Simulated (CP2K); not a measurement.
Here is a CP2K 2026.2 calculation.

File cdte_charges.inp:

```
&GLOBAL
  PROJECT cdte_charges
  RUN_TYPE ENERGY_FORCE
  PRINT_LEVEL LOW
&END GLOBAL
&FORCE_EVAL
  METHOD QS
  STRESS_TENSOR ANALYTICAL
  &DFT
    BASIS_SET_FILE_NAME BASIS_MOLOPT_UCL
    POTENTIAL_FILE_NAME GTH_POTENTIALS
    &MGRID
      CUTOFF 450
      REL_CUTOFF 60
      NGRIDS 4
    &END MGRID
    &QS
      METHOD GPW
      EPS_DEFAULT 1.0E-10
    &END QS
    &KPOINTS
      SCHEME MONKHORST-PACK 7 7 7
      GAMMA_CENTERED T
      SYMMETRY T
      SYMMETRY_BACKEND SPGLIB
    &END KPOINTS
    &SCF
      SCF_GUESS ATOMIC
      EPS_SCF 1.0E-6
      MAX_SCF 100
      ADDED_MOS 10
      CHOLESKY OFF
      EPS_EIGVAL 1.0E-7
      &DIAGONALIZATION ON
        ALGORITHM STANDARD
      &END DIAGONALIZATION
      &MIXING ON
        METHOD BROYDEN_MIXING
        ALPHA 0.4
        BETA 1.5
        NBUFFER 8
      &END MIXING
      &SMEAR ON
        METHOD FERMI_DIRAC
        ELECTRONIC_TEMPERATURE [K] 580.226
      &END SMEAR
    &END SCF
    &XC
      &XC_FUNCTIONAL
        &GGA_X_PBE
        &END GGA_X_PBE
        &GGA_C_PBE
        &END GGA_C_PBE
      &END XC_FUNCTIONAL
    &END XC
    &PRINT
      &KPOINTS ON
      &END KPOINTS
      &MULLIKEN ON
      &END MULLIKEN
      &MO ON
        ENERGIES T
        OCCUPATION_NUMBERS T
        &EACH
          QS_SCF 0
        &END EACH
        ADD_LAST NUMERIC
      &END MO
      &LOWDIN ON
      &END LOWDIN
      &HIRSHFELD ON
        SHAPE_FUNCTION DENSITY
      &END HIRSHFELD
      &VORONOI ON
        VORONOI_RADII VDW
      &END VORONOI
      &E_DENSITY_CUBE ON
        STRIDE 1
      &END E_DENSITY_CUBE
      &V_HARTREE_CUBE ON
        STRIDE 1
      &END V_HARTREE_CUBE
      &ELF_CUBE ON
        STRIDE 1
      &END ELF_CUBE
    &END PRINT
  &END DFT
  &SUBSYS
    &CELL
      A 4.5325544674 0.0000000000 0.0000000000
      B 2.2662772337 3.9253073128 0.0000000000
      C 2.2662772337 1.3084357709 3.7008152255
      PERIODIC XYZ
    &END CELL
    &COORD
      Te  6.7988317011 3.9253073128 2.7756114191
      Cd  0.0000000000 0.0000000000 0.0000000000
    &END COORD
    &KIND Te
      BASIS_SET TZVP-MOLOPT-SR-GTH-q6
      POTENTIAL GTH-PBE-q6
    &END KIND
    &KIND Cd
      BASIS_SET TZVP-MOLOPT-SR-GTH-q12
      POTENTIAL GTH-PBE-q12
    &END KIND
    &PRINT
      &ATOMIC_COORDINATES ON
      &END ATOMIC_COORDINATES
      &CELL ON
      &END CELL
    &END PRINT
  &END SUBSYS
  &PRINT
    &FORCES ON
    &END FORCES
    &STRESS_TENSOR ON
    &END STRESS_TENSOR
  &END PRINT
&END FORCE_EVAL
```

Potentials or basis: GTH_POTENTIALS Te GTH-PBE-q6, Cd GTH-PBE-q12; TZVP-MOLOPT-SR-GTH basis.

The run is started by

```bash
$ OMP_NUM_THREADS=1 cp2k.psmp -i cdte_charges.inp -o cdte_charges.out
```

**Question.** Estimate the Mulliken charges.

**Answer.** Te +0.02; Cd -0.02 e.

**Question.** What does it give for the Hirshfeld charges?

**Answer.** Te -0.19; Cd +0.19 e.

**Question.** Estimate the pressure.

**Answer.** 4.8 GPa.

**Question.** What does it give for the band gap on the k mesh?

**Answer.** 0.86 eV, direct.

**Question.** What does it give for the Voronoi charges?

**Answer.** Te -1.22; Cd +1.22 e.

Caveat: spin-orbit coupling is left out, which moves the levels of the heavy elements; the basis of atomic orbitals isn't converged, which shifts pressures, moduli and gaps.

**Experimental background.**

From a printed reference work, data compilation, for a bulk crystal of CdTe at 0 K: band gap 1.607 eV.

A measured gap of CdTe is 1.607 eV (0 K; a printed reference work, data compilation); the calculated 0.86 eV misses it by -0.75 eV. Spin-orbit coupling on Cd, Te is left out. The value is that of PBE in an atomic basis (GTH_POTENTIALS Te GTH-PBE-q6, Cd GTH-PBE-q12; TZVP-MOLOPT-SR-GTH basis), whose error adds to the functional's,, without temperature or zero-point motion. Semilocal functionals fall short of measured gaps as a rule.
